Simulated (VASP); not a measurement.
# NaH (Fm-3m) in VASP: further runs

Aim: see how the results for NaH move with the level of theory and the settings. Levels: PBEsol, RPBE. Tasks: single point, relaxation of cell and atoms.

Program: VASP 6.6.1. These are calculated values, not measurements. Logs are shortened: lines on timing, memory, paths and dates and some standing lists are left out, and cuts for length are marked.

### 1 The structure

It takes space group Fm-3m (No. 225, cubic). Conventional cell: a = 4.773 Å, b = 4.773 Å, c = 4.773 Å, α = 90.00°, β = 90.00°, γ = 90.00°. Na (site symmetry m-3m) is surrounded by 6 H at 2.39 Å. Around H (site symmetry m-3m) lie 6 Na at 2.39 Å.

The cell is a database's computed one.

### 2 Single point, PBEsol

Contents of INCAR:

```
SYSTEM = NaH
PREC     = Accurate       ! precision mode
ENCUT    = 520            ! plane-wave cutoff, eV
EDIFF    = 1E-7           ! SCF threshold, eV
ISMEAR   = 0              ! smearing method
SIGMA    = 0.02           ! smearing width, eV
LREAL    = .False.        ! projectors in reciprocal space
LASPH    = .True.         ! aspherical terms in the spheres
NELM     = 80             ! most SCF steps
ALGO     = Normal         ! electronic algorithm
ISIF     = 2              ! what is computed and relaxed
LWAVE    = .False.        ! write WAVECAR
LCHARG   = .True.         ! write CHGCAR
GGA      = PS             ! functional
LELF     = .True.         ! ELF
LVHAR    = .True.       
NBANDS   = 11             ! bands
```

Contents of KPOINTS:

```
regular mesh
0
Gamma
  8 8 8
  0 0 0
```

Contents of POSCAR:

```
NaH
1.0
    0.0000000000      2.3864216700      2.3864216700
    2.3864216700      0.0000000000      2.3864216700
    2.3864216700      2.3864216700      0.0000000000
Na H
1 1
Direct
    0.0000000000      0.0000000000      0.0000000000
    0.5000000000      0.5000000000      0.5000000000
```

Potentials or basis: VASP PAW PBE potentials, release 64 (Na_pv, H).

Run with:

```sh
cat potpaw_PBE.64/Na_pv/POTCAR potpaw_PBE.64/H/POTCAR > POTCAR
mpirun -np 1 vasp_std > vasp.out
```

OUTCAR:

```text
SYSTEM = NaH
   PREC = Accurate
   ENCUT = 520
   EDIFF = 1E-7
   ISMEAR = 0
   LREAL = .False.
   LASPH = .True.
   NELM = 80
   ISIF = 2
   GGA = PS

 ion  position               nearest neighbor table
   1  0.000  0.000  0.000-
   2  0.500  0.500  0.500-

  LATTYP: Found a face centered cubic cell.
 ALAT       =     4.7728433400

  Lattice vectors:

 A1 = (   0.0000000000,   2.3864216700,   2.3864216700)
 A2 = (   2.3864216700,   0.0000000000,   2.3864216700)
 A3 = (   2.3864216700,   2.3864216700,   0.0000000000)

Analysis of symmetry for initial positions (statically):
=====================================================================
 Subroutine PRICEL returns:
 Original cell was already a primitive cell.

 Routine SETGRP: Setting up the symmetry group for a
 face centered cubic supercell.

 Subroutine GETGRP returns: Found 48 space group operations
 (whereof 48 operations were pure point group operations)
 out of a pool of 48 trial point group operations.

The static configuration has the point symmetry O_h .

Analysis of symmetry for dynamics (positions and initial velocities):
=====================================================================
 Subroutine PRICEL returns:
 Original cell was already a primitive cell.

 Routine SETGRP: Setting up the symmetry group for a
 face centered cubic supercell.

 Subroutine GETGRP returns: Found 48 space group operations
 (whereof 48 operations were pure point group operations)
 out of a pool of 48 trial point group operations.

The dynamic configuration has the point symmetry O_h .

 Subroutine INISYM returns: Found 48 space group operations
 (whereof 48 operations are pure point group operations),
 and found     1 'primitive' translations

----------------------------------------------------------------------------------------

                                     Primitive cell

  volume of cell :      27.1814

  direct lattice vectors                    reciprocal lattice vectors
     0.000000000  2.386421670  2.386421670    -0.209518714  0.209518714  0.209518714
     2.386421670  0.000000000  2.386421670     0.209518714 -0.209518714  0.209518714
     2.386421670  2.386421670  0.000000000     0.209518714  0.209518714 -0.209518714

  length of vectors
     3.374909891  3.374909891  3.374909891     0.362897058  0.362897058  0.362897058

  position of ions in fractional coordinates (direct lattice)
     0.000000000  0.000000000  0.000000000
     0.500000000  0.500000000  0.500000000

  ion indices of the primitive-cell ions
   primitive index   ion index
                 1           1
                 2           2

----------------------------------------------------------------------------------------

 KPOINTS: regular mesh

Automatic generation of k-mesh.
 Grid dimensions read from file:
 generate k-points for:    8    8    8

 Generating k-lattice:

  Cartesian coordinates                     Fractional coordinates (reciprocal lattice)
    -0.026189839  0.026189839  0.026189839     0.125000000  0.000000000  0.000000000
     0.026189839 -0.026189839  0.026189839     0.000000000  0.125000000  0.000000000
     0.026189839  0.026189839 -0.026189839     0.000000000  0.000000000  0.125000000

  Length of vectors
     0.045362132  0.045362132  0.045362132

  Shift w.r.t. Gamma in fractional coordinates (k-lattice)
     0.000000000  0.000000000  0.000000000

 Subroutine IBZKPT returns following result:
 ===========================================

 Found     29 irreducible k-points:

 Following reciprocal coordinates:
            Coordinates               Weight
  0.000000  0.000000  0.000000      1.000000
  0.125000  0.000000  0.000000      8.000000
  0.250000  0.000000  0.000000      8.000000
  0.375000  0.000000  0.000000      8.000000
  0.500000  0.000000  0.000000      4.000000
  0.125000  0.125000  0.000000      6.000000
[... 16 lines left out ...]
  0.500000  0.250000  0.125000     48.000000
 -0.375000  0.250000  0.125000     24.000000
 [... further k-points ...]
   k-points           NKPTS =     29   k-points in BZ     NKDIM =     29   number of bands    NBANDS=     11
   number of dos      NEDOS =    301   number of ions     NIONS =      2
   total plane-waves  NPLWV =  21952
   dimension x,y,z NGX =    28 NGY =   28 NGZ =   28
   dimension x,y,z NGXF=    56 NGYF=   56 NGZF=   56
   ions per type =               1   1
   NGX,Y,Z   is equivalent  to a cutoff of  13.79, 13.79, 13.79 a.u.
   NGXF,Y,Z  is equivalent  to a cutoff of  27.59, 27.59, 27.59 a.u.
 SYSTEM =  NaH
   PREC   = accura    normal or accurate (medium, high low for compatibility)
   ISTART =      0    job   : 0-new  1-cont  2-samecut
   ICHARG =      2    charge: 1-file 2-atom 10-const
   ISPIN  =      1    spin polarized calculation?
   LNONCOLLINEAR =      F non collinear calculations
   LSORBIT =      F    spin-orbit coupling
   LASPH  =      T    aspherical Exc in radial PAW
   ENCUT  =  520.0 eV  38.22 Ry    6.18 a.u.   6.28  6.28  6.28*2*pi/ulx,y,z
   NELM   =     80;   NELMIN=  2; NELMDL= -5     # of ELM steps
   EDIFF  = 0.1E-06   stopping-criterion for ELM
   LREAL  =      F    real-space projection
   EDIFFG = 0.1E-05   stopping-criterion for IOM
   NSW    =      0    number of steps for IOM
   IBRION =     -1    ionic relax: 0-MD 1-quasi-New 2-CG
   NFREE  =      0    steps in history (QN), initial steepest desc. (CG)
   ISIF   =      2    stress and relaxation
   ISYM   =      2    0-nonsym 1-usesym 2-fastsym
   POTIM  = 0.5000    time-step for ionic-motion
   TEBEG  =    0.0;   TEEND  =   0.0 temperature during run
   PSTRESS=    0.0 pullay stress
   NELECT =       8.0000    total number of electrons
   NUPDOWN=      -1.0000    fix difference up-down
   EMIN   =  10.00;   EMAX   =-10.00  energy-range for DOS
   EFERMI =   0.00;   METHOD = LEGACY
   ISMEAR =     0;   SIGMA  =   0.02  broadening in eV -4-tet -1-fermi 0-gaus
   EFERMI_NEDOS =   21; number of points for ismear=-14 and -15
   IALGO  =     38    algorithm
   IMIX   =      4    mixing-type and parameters
     AMIX     =   0.40;   BMIX     =  1.00
     AMIX_MAG =   1.60;   BMIX_MAG =  1.00
  volume/ion in A,a.u.               =      13.59        91.71
  Fermi-wavevector in a.u.,A,eV,Ry     =   1.088966  2.057847 16.134427  1.185847
  Thomas-Fermi vector in A             =   2.225159
   LORBIT       =      0    0 simple, 1 ext, 2 COOP (PROOUT), +10 PAW based schemes
   GGA     = PS    functional components
   LHFCALC =     F    Hartree Fock is set to
   AEXX    =    0.0000 exact exchange contribution
   IVDW    =     0    specifies the selected vdW correction
   LEPSILON=     F    determine dielectric tensor
   LRPA    =     F    only Hartree local field effects (RPA)
 non-spin polarized calculation
 Gauss-broadening in eV      SIGMA  =   0.02
  energy-cutoff  :      520.00
  volume of cell :       27.18
 maximum number of plane-waves:       754
 NGX is ok and might be reduce to    28
   NGX = 13   NGY = 13   NGZ = 13

 number of electron       7.9999992 magnetization

 Free energy of the ion-electron system (eV)
  ---------------------------------------------------
  ext. energy  EPLUGINS =         0.00000000
  ---------------------------------------------------
  free energy    TOTEN  =        -5.08548628 eV

  energy without entropy =       -5.08548628  energy(sigma->0) =       -5.08548628

 E-fermi :  -0.8823     XC(G=0):  -8.0180

 val. band max:       -0.9723988964   @ k =  -0.2500   0.5000   0.2500
 cond. band min:       2.6496571188   @ k =   0.5000   0.0000   0.0000
 fundamental gap:      3.6220560152
 Fermi energy:        -0.8822731262

 k-point     1 :       0.0000    0.0000    0.0000
  band No.  band energies     occupation
      1     -22.9091      2.00000
      2     -22.9091      2.00000
      3     -22.9091      2.00000
      4      -4.8047      2.00000
      5       9.7730      0.00000
      6      14.7013      0.00000
      7      14.7013      0.00000
      8      14.7013      0.00000
      9      15.7422      0.00000
     10      15.7422      0.00000
     11      15.7422      0.00000

 k-point     2 :       0.1250    0.0000    0.0000
  band No.  band energies     occupation
      1     -22.9255      2.00000
      2     -22.9110      2.00000
      3     -22.9110      2.00000
      4      -4.5245      2.00000
      5       8.8073      0.00000
      6      12.0708      0.00000
      7      13.9290      0.00000
      8      13.9290      0.00000
      9      16.6687      0.00000
     10      16.6687      0.00000
     11      16.7927      0.00000

 k-point     3 :       0.2500    0.0000    0.0000
  band No.  band energies     occupation
      1     -22.9645      2.00000
      2     -22.9156      2.00000
      3     -22.9156      2.00000
      4      -3.7270      2.00000
      5       6.3105      0.00000
      6      10.6445      0.00000
      7      13.1301      0.00000
      8      13.1301      0.00000
      9      16.6487      0.00000
     10      16.6487      0.00000
     11      18.0673      0.00000

 k-point     4 :       0.3750    0.0000    0.0000
  band No.  band energies     occupation
      1     -23.0030      2.00000
      2     -22.9202      2.00000
      3     -22.9202      2.00000
      4      -2.6012      2.00000
      5       3.8343      0.00000
      6      10.0753      0.00000
      7      12.6462      0.00000
      8      12.6462      0.00000
      9      15.9057      0.00000
     10      15.9057      0.00000
     11      18.3952      0.00000

 k-point     5 :       0.5000    0.0000    0.0000
  band No.  band energies     occupation
      1     -23.0188      2.00000
      2     -22.9222      2.00000
      3     -22.9221      2.00000
      4      -1.8889      2.00000
      5       2.6497      0.00000
      6       9.9129      0.00000
      7      12.4852      0.00000
      8      12.4852      0.00000
      9      15.6180      0.00000
     10      15.6180      0.00000
     11      18.2652      0.00000
[... 211 lines left out ...]
 k-point    21 :       0.5000    0.5000    0.0000
  band No.  band energies     occupation
      1     -23.0067      2.00000
      2     -22.9460      2.00000
      3     -22.9460      2.00000
      4      -1.1639      2.00000
      5       3.5093      0.00000
      6       8.9370      0.00000
      7       9.7552      0.00000
      8       9.7552      0.00000
      9      11.1143      0.00000
     10      23.3360      0.00000
     11      25.0431      0.00000

 k-point    22 :       0.3750    0.2500    0.1250
  band No.  band energies     occupation
      1     -22.9733      2.00000
      2     -22.9346      2.00000
      3     -22.9218      2.00000
      4      -3.0826      2.00000
      5       5.9556      0.00000
      6       8.1958      0.00000
      7      11.3692      0.00000
      8      14.2164      0.00000
      9      14.7065      0.00000
     10      17.3346      0.00000
     11      20.0146      0.00000

 k-point    23 :       0.5000    0.2500    0.1250
  band No.  band energies     occupation
      1     -22.9934      2.00000
      2     -22.9458      2.00000
      3     -22.9277      2.00000
      4      -2.0839      2.00000
      5       4.3643      0.00000
      6       7.0471      0.00000
      7      10.4848      0.00000
      8      14.2183      0.00000
      9      15.4914      0.00000
     10      17.5896      0.00000
     11      19.7937      0.00000

 k-point    24 :      -0.3750    0.2500    0.1250
  band No.  band energies     occupation
      1     -23.0019      2.00000
      2     -22.9493      2.00000
      3     -22.9309      2.00000
      4      -1.4931      2.00000
      5       3.4478      0.00000
      6       6.7982      0.00000
      7      10.1233      0.00000
      8      14.1593      0.00000
      9      15.3667      0.00000
     10      18.6698      0.00000
     11      20.8326      0.00000

 [... further k-points ...]

------------------------ aborting loop because EDIFF is reached ----------------------------------------

  FORCE on cell =-STRESS in cart. coord.  units (eV):
  Direction    XX          YY          ZZ          XY          YZ          ZX
  --------------------------------------------------------------------------------------
  -------------------------------------------------------------------------------------
  Total        0.0484058      0.0484058      0.0484058     -0.0000000     -0.0000000      0.0000000
  in kB        2.8532262      2.8532262      2.8532262     -0.0000000     -0.0000000      0.0000000
  external PRESSURE =       2.8532262 kB  Pullay stress =       0.0000000 kB

 VOLUME and BASIS-vectors are now :
 -----------------------------------------------------------------------------
  energy-cutoff  :      520.00
  volume of cell :       27.18
      direct lattice vectors                 reciprocal lattice vectors
     0.000000000  2.386421670  2.386421670    -0.209518714  0.209518714  0.209518714
     2.386421670  0.000000000  2.386421670     0.209518714 -0.209518714  0.209518714
     2.386421670  2.386421670  0.000000000     0.209518714  0.209518714 -0.209518714

 POSITION                                       TOTAL-FORCE (eV/Angst)
 -----------------------------------------------------------------------------------
      0.00000      0.00000      0.00000        -0.000000     -0.000000      0.000000
      2.38642      2.38642      2.38642         0.000000      0.000000     -0.000000
 -----------------------------------------------------------------------------------
    total drift:                               -0.000000     -0.000000     -0.000000

  FREE ENERGIE OF THE ION-ELECTRON SYSTEM (eV)
  ---------------------------------------------------
  free  energy   TOTEN  =        -5.0854862801 eV

  energy  without entropy=       -5.0854862801  energy(sigma->0) =       -5.08548628
```

Run time: 8.4 s. Hardware: 1 thread of Intel Xeon Platinum 8488C (Sapphire Rapids), shared host; peak memory 0.15 GiB.

What came out:

```
Free energy            : -5.0855 eV
Pressure               : 0.3 GPa
Band gap on the k mesh : 3.62 eV, indirect (least direct gap 4.54 eV)
```

Caveat: the PAW data sets were made with another functional, which shifts forces and pressure a little. A k mesh can miss the band edges.

(Continued in part 2 of 2.)
